Anatase answers a static electric field in the plane about 2.4 times as strongly through its lattice as it answers one along c. This comes from larger effective charges in the plane together with one soft polar vibration, and neither would be enough alone. It does not come from the in-plane vibrations occurring in pairs, though the table invites that reading.

Optical phonons at the zone centre of anatase TiO2 (relaxed, a = 3.770 Å, c = 9.553 Å), from linear response in Ansatz 0.2.0 with PBEsol, plane waves to 420 eV, PAW datasets made for PBE and an 8×8×8 k mesh. Each row is one level, with its infrared intensity summed over degenerate modes; the longitudinal term is left out.

| row | phonon frequency (cm⁻¹) | phonon degeneracy | phonon infrared intensity ((debye/Å)²/amu) |
| --- | --- | --- | --- |
| 1 | 133.6 | 2 | 0 |
| 2 | 168.9 | 2 | 0 |
| 3 | 227.6 | 2 | 147 |
| 4 | 328.0 | 1 | 78.9 |
| 5 | 372.8 | 1 | 0 |
| 6 | 417.9 | 2 | 113 |
| 7 | 489.7 | 1 | 0 |
| 8 | 511.9 | 1 | 0 |
| 9 | 537.2 | 1 | 0 |
| 10 | 618.2 | 2 | 0 |

**Rows 1 and 2.** The two softest levels have zero infrared intensity, so softness by itself gives no response. A uniform field pulls positive and negative ions in opposite directions, and it can drive a vibration only if that motion creates a net dipole. In rows 1 and 2 the ions move in a pattern that is even under inversion, and their dipoles cancel exactly. These zeros are imposed by symmetry and do not mean weak absorption.

**Row 3.** Here is the largest printed intensity, 147, in a level of degeneracy 2. It is tempting to conclude that the plane responds more strongly because two vibrations share the work. But one partner answers a field along x and the other a field along y, so each field direction meets only half of the printed value. Counting both partners would give an in-plane lattice response of about 110, whereas the static minus the electronic dielectric constant of the same calculation is 55. A rock-salt oxide such as MgO makes the same point: its polar level is threefold, yet each field direction drives only one partner.

**Row 4.** This single level carries the whole lattice response along c. Per field direction it is even slightly stronger than row 3, at 78.9 against 73.5. What sets row 3 apart is its lower frequency. The field pushes on the mode's dipole, the displacement is this force divided by the squared frequency, and the displacement creates polarisation through the same dipole once more. With intensity $I$, degeneracy $g$ and frequency $\nu$, a level therefore adds

$$\Delta\varepsilon \propto \frac{I}{g\,\nu^2}$$

to the dielectric constant, with the same prefactor for every level of the crystal. Row 4 adds 23.05, and from this the contribution of row 3 follows:

$$23.05\times\frac{73.5}{78.9}\times\left(\frac{328.0}{227.6}\right)^2\approx 44.6$$

Nearly equal dipoles thus give almost twice the response, because the softer spring yields further.

**Rows 5 and 6.** Row 5 has no infrared intensity, again by inversion symmetry. Row 6 is the second in-plane polar level, and it lies above row 4, so the in-plane vibrations are not softer as a class. It holds 43 % of the in-plane intensity but supplies only 19 % of the in-plane lattice response, since its high frequency counts against it. Row 3 supplies the rest.

With all polar levels in view, the two serious explanations can be tried separately. If charges were the only difference, the in-plane intensity would sit at row 4's frequency and give a response of 38. If softness were the only difference, the smaller c-axis intensity would act at the in-plane effective frequency and give 33, provided it divided between rows 3 and 6 as the real intensity does. Both fall well short of 55. In this accounting, which averages the frequency over both in-plane levels, the total intensity contributes a factor of 1.65 and the frequencies one of 1.44. The split is not unique and does not rank the two causes, because how intensity divides between rows 3 and 6 depends on the charges too: the c-axis intensity placed wholly at row 3's own frequency would already give about 48, still short of 55 but with softness as the larger share. Theory also warns against treating charges and frequencies as independent: large charges also strengthen the dipole forces that soften polar modes.

The larger in-plane intensity can be traced to the Born charges, which measure the dipole created when an ion moves. An oxygen carries −5.4 along one in-plane axis and −1.1 along the other, against −2.9 along c. The large value belongs to the direction of its widest Ti–O–Ti link, where motion shifts electrons between oxygen and titanium, the usual sign of covalent bonding. Intensity depends on squared charges, so this inequality raises the in-plane total from 103, for an evenly shared charge, to 130. More intensity need not mean more response, however. The added part belongs to the pattern in which the two kinds of oxygen move against each other. If row 3 is mainly titanium moving against all oxygens, as one expects of the soft polar mode, the inequality feeds the stiff row 6 and draws on row 3, so it is expected to add little to the dielectric constant or even to lower it. The mode patterns that would settle this are not shown here. The step from 78.9 along c to 103, a factor of 1.31, is a single change: titanium carries 6.5 in the plane against 5.7 along c, and charge neutrality raises the mean charge of oxygen in the same proportion.

**Rows 7 to 10.** The stiffest levels all have zero infrared intensity. One of rows 7 to 9 is odd under inversion and still has no dipole: oxygens with equal charges move in opposite directions along c. The anisotropy of the lattice response is therefore settled by three levels out of ten.

The sums over levels, printed after this text, reproduce the calculated dielectric constants without any fitted number. That checks the accounting within one calculation and says nothing about its accuracy. The decisive mode comes out too soft: experiment puts row 3 at roughly 260 cm⁻¹, a recalled figure. The functional may be to blame, but PBEsol ran here on PAW datasets made for PBE and no convergence test is shown, so the cause is not isolated. Moving row 3 to the measured frequency alone would lower the in-plane static constant from 62 to about 51. A similar correction to row 4 lowers the value along c as well, and the lattice response in the plane remains more than twice that along c. These corrections leave the electronic constant and the Born charges untouched, and both are expected to be somewhat too large, since a GGA underestimates the gap.

For a capacitor or gate dielectric, this means that the orientation of an anatase film matters. A film with its c axis perpendicular to the electrodes offers the smaller of the two constants. In another ionic crystal, a guess at the anisotropy starts from two questions: which direction has the larger squared charges per mass, and which has the softest mode with a sizeable dipole?

The analysis program printed:

```
Strength and dielectric contribution of each level for one field direction:
  row  frequency_cm-1  intensity_per_polarisation  dielectric_contribution
    1           133.6                           0                        0
    2           168.9                           0                        0
    3           227.6                        73.5                     44.6
    4             328                        78.9                    23.05
    5           372.8                           0                        0
    6           417.9                        56.5                    10.17
    7           489.7                           0                        0
    8           511.9                           0                        0
    9           537.2                           0                        0
   10           618.2                           0                        0
Lattice part of dielectric constant in plane, from modes: 54.76
Lattice part in plane, static minus electronic tensor: 54.78
Lattice part along c, from modes: 23.05
Lattice part along c, static minus electronic tensor: 23.04
Lattice part in plane if both partners of a pair were counted: 109.5
Ratio of lattice parts, in plane to along c: 2.376
Factor from total intensity per polarisation: 1.648
Factor from frequencies: 1.442
Lattice part in plane with all its strength at the frequency of row 4 (charges alone): 37.98
Lattice part with c-axis strength at in-plane effective frequency (softness alone): 33.24
In-plane effective frequency in cm-1: 273.1
Total intensity per polarisation in plane, from modes, (debye/A)^2/amu: 130
Same in plane from Born charges and masses: 129.9
Same in plane if each oxygen had the mean in-plane charge: 103
Total intensity along c from Born charges and masses: 78.89
Share of row 3 in the in-plane intensity, percent: 56.54
Share of row 3 in the in-plane lattice part, percent: 81.43
Static constant in plane with row 3 moved to a rough measured 260 cm-1: 51.19
Static constant along c with row 4 moved to a rough measured 370 cm-1: 24.39
```
